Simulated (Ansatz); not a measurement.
**Calculated ¹⁹⁷Au nuclear quadrupole resonance for Au at a changed volume**

Cell: an entry of the Crystallography Open Database (COD), relaxed with PBE at fixed cell and then changed (volume scaled by 0.96, ions relaxed).

```yaml
crystal:
  lattice:
    - [2.86081, 0.00000, 0.00000]
    - [-1.43040, 2.47753, 0.00000]
    - [0.00000, 0.00000, 4.81405]
  atoms:
    - { symbol: Au, position: [0.33333, 0.66667, 0.75000] }
    - { symbol: Au, position: [0.66667, 0.33333, 0.25000] }
```

Atoms are numbered from 1 in the order listed; like atoms form one site, named after its first atom.

Computed with Ansatz: DFT, PBE, plane waves and PAW, scalar-relativistic, 420 eV cutoff, Γ-centred 18×18×10 k-points, Fermi–Dirac smearing 0.05 eV.

¹⁹⁷Au: I = 3/2, Q = 547.0 mb (year-2017 value). Static lattice, zero field.

(1) Predict the zero-field ¹⁹⁷Au lines of each site.

## Answers

(1) For I = 3/2 there is one line, ν = (|C_Q|/2)(1 + η²/3)^½.

```
site  atoms  V_zz (10²¹ V/m²)  C_Q (MHz)     η  line frequencies (MHz)
  Au   1, 2              1.53       20.3  0.00                    10.1
```

An axis of threefold or higher order runs through Au, so V_zz lies along it and η is zero.

With no gap above 0.1 eV, as in a metal, the gradients converge slowly in k; expect changes of a tenth or more on a denser mesh. Spin–orbit coupling is left out, which shifts gradients on Au by a few per cent in wide-gap crystals, and can shift them far more where the calculated gap is small or absent, as here. At this changed cell the PBE pressure is 9 GPa.
